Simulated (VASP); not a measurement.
# BeSe (F-43m) in VASP: elastic constants with PBE

Aim: the elastic constants of BeSe with PBE.

Program: VASP 6.6.1. These are calculated values, not measurements. Logs are shortened: lines on timing, memory, paths and dates and some standing lists are left out, and cuts for length are marked.

## (1) The crystal as given

Symmetry: F-43m, No. 216, cubic system. The conventional cell has a = 5.178 Å, b = 5.178 Å, c = 5.178 Å, α = 90.00°, β = 90.00°, γ = 90.00°. Be (site symmetry -43m) has 4 Se at 2.24 Å as nearest neighbours. Around Se (site symmetry -43m) lie 4 Be at 2.24 Å.

## (2) Elastic constants, PBE

Contents of INCAR:

```
PREC     = Accurate       # precision mode
ENCUT    = 600            # plane-wave cutoff, eV
EDIFF    = 1E-8           # SCF threshold, eV
ISMEAR   = 0              # smearing method
SIGMA    = 0.01           # smearing width, eV
LREAL    = False          # projectors in reciprocal space
LASPH    = True           # aspherical terms in the spheres
NELM     = 100            # most SCF steps
ALGO     = Fast           # electronic algorithm
ISIF     = 3              # what is computed and relaxed
LWAVE    = False          # write WAVECAR
LCHARG   = True           # write CHGCAR
GGA      = PE             # functional
NBANDS   = 11             # bands
IBRION   = 6              # ionic algorithm
NFREE    = 2            
POTIM    = 0.015          # step
NSW      = 1              # ionic steps
```

Contents of KPOINTS:

```
Automatic mesh
0
Gamma
  8 8 8
```

Contents of POSCAR:

```
BeSe
1.0
    0.0000000000      2.5888345899      2.5888345899
    2.5888345899      0.0000000000      2.5888345899
    2.5888345899      2.5888345899      0.0000000000
Be Se
1 1
Direct
    0.0000000000      0.0000000000      0.0000000000
    0.2500000000      0.2500000000      0.2500000000
```

Potentials or basis: VASP PAW PBE potentials, release 64 (Be, Se).

The run is started by

```sh
$ cat potpaw_PBE.64/Be/POTCAR potpaw_PBE.64/Se/POTCAR > POTCAR
$ mpirun -np 1 vasp_std > vasp.out
```

OUTCAR:

```text
PREC = Accurate
   ENCUT = 600
   EDIFF = 1E-8
   ISMEAR = 0
   LREAL = False
   LASPH = True
   NELM = 100
   ISIF = 3
   GGA = PE
   IBRION = 6
   NFREE = 2
   POTIM = 0.015
   NSW = 1

 ion  position               nearest neighbor table
   1  0.000  0.000  0.000-   2 2.24   2 2.24   2 2.24   2 2.24
   2  0.250  0.250  0.250-   1 2.24   1 2.24   1 2.24   1 2.24

  LATTYP: Found a face centered cubic cell.
 ALAT       =     5.1776691798

  Lattice vectors:

 A1 = (   0.0000000000,   2.5888345899,   2.5888345899)
 A2 = (   2.5888345899,   0.0000000000,   2.5888345899)
 A3 = (   2.5888345899,   2.5888345899,   0.0000000000)

Analysis of symmetry for initial positions (statically):
=====================================================================
 Subroutine PRICEL returns:
 Original cell was already a primitive cell.

 Routine SETGRP: Setting up the symmetry group for a
 face centered cubic supercell.

 Subroutine GETGRP returns: Found 24 space group operations
 (whereof 24 operations were pure point group operations)
 out of a pool of 48 trial point group operations.

The static configuration has the point symmetry T_d .

Analysis of symmetry for dynamics (positions and initial velocities):
=====================================================================
 Subroutine PRICEL returns:
 Original cell was already a primitive cell.

 Routine SETGRP: Setting up the symmetry group for a
 face centered cubic supercell.

 Subroutine GETGRP returns: Found 24 space group operations
 (whereof 24 operations were pure point group operations)
 out of a pool of 48 trial point group operations.

The dynamic configuration has the point symmetry T_d .

 Subroutine INISYM returns: Found 24 space group operations
 (whereof 24 operations are pure point group operations),
 and found     1 'primitive' translations

----------------------------------------------------------------------------------------

                                     Primitive cell

  volume of cell :      34.7011

  direct lattice vectors                    reciprocal lattice vectors
     0.000000000  2.588834590  2.588834590    -0.193137098  0.193137098  0.193137098
     2.588834590  0.000000000  2.588834590     0.193137098 -0.193137098  0.193137098
     2.588834590  2.588834590  0.000000000     0.193137098  0.193137098 -0.193137098

  length of vectors
     3.661164988  3.661164988  3.661164988     0.334523267  0.334523267  0.334523267

  position of ions in fractional coordinates (direct lattice)
     0.000000000  0.000000000  0.000000000
     0.250000000  0.250000000  0.250000000

  ion indices of the primitive-cell ions
   primitive index   ion index
                 1           1
                 2           2

----------------------------------------------------------------------------------------

 KPOINTS: Automatic mesh

Automatic generation of k-mesh.
 Grid dimensions read from file:
 generate k-points for:    8    8    8

 Generating k-lattice:

  Cartesian coordinates                     Fractional coordinates (reciprocal lattice)
    -0.024142137  0.024142137  0.024142137     0.125000000  0.000000000  0.000000000
     0.024142137 -0.024142137  0.024142137     0.000000000  0.125000000  0.000000000
     0.024142137  0.024142137 -0.024142137     0.000000000  0.000000000  0.125000000

  Length of vectors
     0.041815408  0.041815408  0.041815408

  Shift w.r.t. Gamma in fractional coordinates (k-lattice)
     0.000000000  0.000000000  0.000000000

 Subroutine IBZKPT returns following result:
[... 107 lines left out ...]
  --------------------------------------------------------------------------------------
  -------------------------------------------------------------------------------------
  Total        0.0406189      0.0406189      0.0406189      0.0000000      0.0000000      0.0000000
  in kB        1.8754071      1.8754071      1.8754071      0.0000000      0.0000000      0.0000000
  external PRESSURE =       1.8754071 kB  Pullay stress =       0.0000000 kB
[... 89 lines left out ...]
  FREE ENERGIE OF THE ION-ELECTRON SYSTEM (eV)
  ---------------------------------------------------
  free  energy   TOTEN  =        -8.8554640139 eV

  energy  without entropy=       -8.8554640139  energy(sigma->0) =       -8.85546401

 E-fermi :   3.4153     XC(G=0):  -9.4129

 val. band max:        3.3702188751   @ k =   0.0000   0.0000   0.0000
 cond. band min:       5.8807362140   @ k =   0.5000   0.5000   0.0000
 fundamental gap:      2.5105173389
 Fermi energy:         3.4153210445

 k-point     1 :       0.0000    0.0000    0.0000
  band No.  band energies     occupation
      1     -10.4534      2.00000
      2       3.2909      2.00000
      3       3.2909      2.00000
      4       3.3702      2.00000
      5       7.6492      0.00000
      6       8.3090      0.00000
      7       8.3384      0.00000
      8       8.3384      0.00000
      9      15.3213      0.00000
     10      15.6476      0.00000
     11      15.9827      0.00000
[... 310 lines left out ...]
  band No.  band energies     occupation
      1      -8.8873      2.00000
      2      -1.8678      2.00000
      3       0.4873      2.00000
      4       1.4520      2.00000
      5       8.7399      0.00000
      6       8.9930      0.00000
      7      11.6699      0.00000
      8      12.9151      0.00000
      9      13.6695      0.00000
     10      17.8664      0.00000
     11      18.0563      0.00000

 [... further k-points ...]

[... ionic steps 4 to 14 ...]

--------------------------------------- Ionic step       15  -------------------------------------------

 number of electron       8.0000000 magnetization

------------------------ aborting loop because EDIFF is reached ----------------------------------------
[... 67 lines left out ...]
--------------------------------------- Ionic step       17  -------------------------------------------

 number of electron       8.0000000 magnetization

 Free energy of the ion-electron system (eV)
  ---------------------------------------------------
  ext. energy  EPLUGINS =         0.00000000
  ---------------------------------------------------
  free energy    TOTEN  =        -8.85839556 eV

  energy without entropy =       -8.85839556  energy(sigma->0) =       -8.85839556

 E-fermi :   3.2651     XC(G=0):  -9.3514

 val. band max:        3.2227792362   @ k =   0.0000   0.0000   0.0000
 cond. band min:       5.8382752011   @ k =   0.5000   0.5000   0.0000
 fundamental gap:      2.6154959649
 Fermi energy:         3.2650943723

 k-point     1 :       0.0000    0.0000    0.0000
  band No.  band energies     occupation
      1     -10.4992      2.00000
      2       3.1266      2.00000
      3       3.1759      2.00000
      4       3.2228      2.00000
      5       7.3974      0.00000
      6       8.1605      0.00000
      7       8.1867      0.00000
      8       8.2151      0.00000
      9      15.0965      0.00000
     10      15.6328      0.00000
     11      15.6333      0.00000
[... 351 lines left out ...]
  FREE ENERGIE OF THE ION-ELECTRON SYSTEM (eV)
  ---------------------------------------------------
  free  energy   TOTEN  =        -8.8583955630 eV

  energy  without entropy=       -8.8583955630  energy(sigma->0) =       -8.85839556

 INTERNAL STRAIN TENSORS FROM STRAINED CELLS
 ============================================

 INTERNAL STRAIN TENSOR FOR ION    1 for displacements in x,y,z  (eV/Angst):
          X           Y           Z          XY          YZ          ZX
  --------------------------------------------------------------------------------
  x     0.00000     0.00000    -0.00000     0.00000     3.97651    -0.00000
  y     0.00000    -0.00000    -0.00000     0.00000     0.00000     3.97619
  z     0.00000     0.00000    -0.00000     3.97641     0.00000    -0.00000

 INTERNAL STRAIN TENSORS FROM DISPLACED ATOMS
 ============================================

 INTERNAL STRAIN TENSOR FOR ION    1 for displacements in x,y,z  (eV/Angst):
          X           Y           Z          XY          YZ          ZX
  --------------------------------------------------------------------------------
  x     0.00000     0.00000     0.00000     0.00000     3.97513     0.00000
  y    -0.00000     0.00000    -0.00000     0.00000     0.00000     3.97513
  z     0.00000     0.00000     0.00000     3.97513     0.00000     0.00000

 INTERNAL STRAIN TENSOR FOR ION    2 for displacements in x,y,z  (eV/Angst):
          X           Y           Z          XY          YZ          ZX
  --------------------------------------------------------------------------------
  x     0.00000     0.00000     0.00000     0.00000    -3.97560     0.00000
  y     0.00000     0.00000     0.00000     0.00000     0.00000    -3.97560
  z     0.00000     0.00000     0.00000    -3.97560     0.00000     0.00000

 Eigenvectors and eigenvalues of the dynamical matrix
 ----------------------------------------------------

   1 f  =   14.797013 THz    92.972375 2PiTHz  493.575229 cm-1    61.195502 meV
             X         Y         Z           dx          dy          dz
      0.000000  0.000000  0.000000     0.000000   -0.947346    0.000000
      1.294417  1.294417  1.294417     0.000000    0.320213    0.000000
[... 21 lines left out ...]
   6 f/i=    0.002057 THz     0.012924 2PiTHz    0.068611 cm-1     0.008507 meV
             X         Y         Z           dx          dy          dz
      0.000000  0.000000  0.000000     0.306947    0.091028   -0.005799
      1.294417  1.294417  1.294417     0.908099    0.269306   -0.017157

--------------------------------------------------------------------------------------------------------

 ELASTIC MODULI CONTR FROM IONIC RELAXATION (kBar)
 Direction    XX          YY          ZZ          XY          YZ          ZX
 --------------------------------------------------------------------------------
 XX          -0.0000     -0.0000     -0.0000     -0.0000     -0.0000      0.0000
 YY          -0.0000     -0.0000     -0.0000     -0.0000      0.0000      0.0000
 ZZ          -0.0000     -0.0000     -0.0000     -0.0000      0.0000      0.0000
 XY          -0.0000     -0.0000     -0.0000   -100.6445     -0.0000      0.0000
 YZ          -0.0000      0.0000      0.0000     -0.0000   -100.6445      0.0000
 ZX           0.0000      0.0000      0.0000      0.0000      0.0000   -100.6445
 --------------------------------------------------------------------------------

 TOTAL ELASTIC MODULI (kBar)
 Direction    XX          YY          ZZ          XY          YZ          ZX
 --------------------------------------------------------------------------------
 XX        1277.4899    496.4158    496.4158      0.0000      0.0000     -0.0000
 YY         496.4158   1277.4899    496.4158     -0.0000     -0.0000     -0.0000
 ZZ         496.4158    496.4158   1277.4899     -0.0000      0.0000     -0.0000
 XY           0.0000     -0.0000     -0.0000    660.5436     -0.0000      0.0000
 YZ           0.0000     -0.0000      0.0000     -0.0000    660.5436      0.0000
 ZX          -0.0000     -0.0000     -0.0000      0.0000      0.0000    660.5436
 --------------------------------------------------------------------------------
```

Run time: 5.9 min. Hardware: 1 thread of Intel Xeon Platinum 8488C (Sapphire Rapids), shared host; peak memory 0.27 GiB.

What came out:

- Elastic constants C11, C12, C44: 128, 50, 66 GPa
- Voigt bulk modulus: 76 GPa
- Highest phonon frequency at Γ, LO-TO splitting left out: 494 cm⁻¹

Phonon frequencies in cm⁻¹ (negative: imaginary):
```tsv
q point	frequencies
(0.000, 0.000, 0.000)	0 0 0 494 494 494
```

Elastic tensor in Voigt notation (GPa, in the Cartesian axes of the cell as first typed):
```
128  50  50   0   0   0
 50 128  50   0   0   0
 50  50 128   0   0   0
  0   0   0  66   0   0
  0   0   0   0  66   0
  0   0   0   0   0  66
```

Clamped-ion elastic tensor (GPa):
```
128  50  50   0   0   0
 50 128  50   0   0   0
 50  50 128   0   0   0
  0   0   0  76   0   0
  0   0   0   0  76   0
  0   0   0   0   0  76
```
